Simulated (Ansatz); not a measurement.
The calculation used Ansatz 0.2.0, DFT PBE, scalar-relativistic, plane waves, PAW. Settings: cutoff 420 eV, Γ-centred meshes spaced at most about 0.3 Å⁻¹, and about 0.25 Å⁻¹ or finer for metals (2π included), Gaussian smearing. No spin polarisation.

Temperature and zero-point effects are left out.

Two relaxed structures of Si₇N:

A.

```xyz
16
Lattice="3.5983 2.0775 6.4801 -3.5983 2.0775 6.4801 0.0000 -4.1550 6.4801" Properties=species:S:1:pos:R:3 pbc="T T T"
Si    0.0000    0.0000    8.5424
Si    0.0000    0.0000   10.8980
Si   -1.8241    1.0532   11.7811
Si    1.8241   -1.0532    7.6593
Si    0.0000    2.1063    7.6593
Si    0.0000   -2.1063   11.7811
Si    0.0000    2.3305   15.0468
Si   -2.0183   -1.1652   15.0468
Si    2.0183   -1.1652   15.0468
Si    2.0183    1.1652    4.3935
Si    0.0000   -2.3305    4.3935
Si   -2.0183    1.1652    4.3935
Si    1.8241    1.0532   11.7811
Si   -1.8241   -1.0532    7.6593
N     0.0000    0.0000    1.8446
N     0.0000    0.0000   17.5957
```

B.

```xyz
8
Lattice="5.1895 0.0000 0.0000 0.0000 5.1895 0.0000 0.0000 0.0000 5.1895" Properties=species:S:1:pos:R:3 pbc="T T T"
Si    1.1670    1.1670    1.1670
Si    0.0000    2.5948    2.5948
Si    2.5948    2.5948    0.0000
Si    2.5948    0.0000    2.5948
Si    4.0226    1.1670    4.0226
Si    4.0226    4.0226    1.1670
Si    1.1670    4.0226    4.0226
N     0.0000    0.0000    0.0000
```

Question: Which would you expect to be lower, and how large is the difference?

Answer: A is lower, by 121 meV/atom. A has space group R-3m (No. 166), 18.2 Å³/atom and no gap on its mesh; B has space group P-43m (No. 215), 17.5 Å³/atom and no gap. Counting Si atoms around N (those within 1.25 times the shortest such distance or 1.15 times the sum of covalent radii), A has N 3 and B has N 4. A and B both hold Si–Si bonds in all directions. The lower one is the more open, so pressure narrows the difference. Even the lower one lies +0.03 eV/atom against the reference forms of the elements (uncorrected), a margin that errors in the energy of the gaseous reference can exceed. In A, around Si on a site of symmetry 3m lie 4 Si at 2.28–2.36 Å; Si on a site of symmetry m has 4 Si at 2.28–2.38 Å; around N lie 3 Si at 1.84 Å; 1 more site not described. In B, Si on a site of symmetry 3m is surrounded by 1 N at 2.02 Å and 3 Si at 2.33 Å; Si on a site of symmetry -42m has 4 Si at 2.33 Å; N is surrounded by 4 Si at 2.02 Å. Both come from invented guesses.

Cells relaxed within their symmetry can be saddle points.
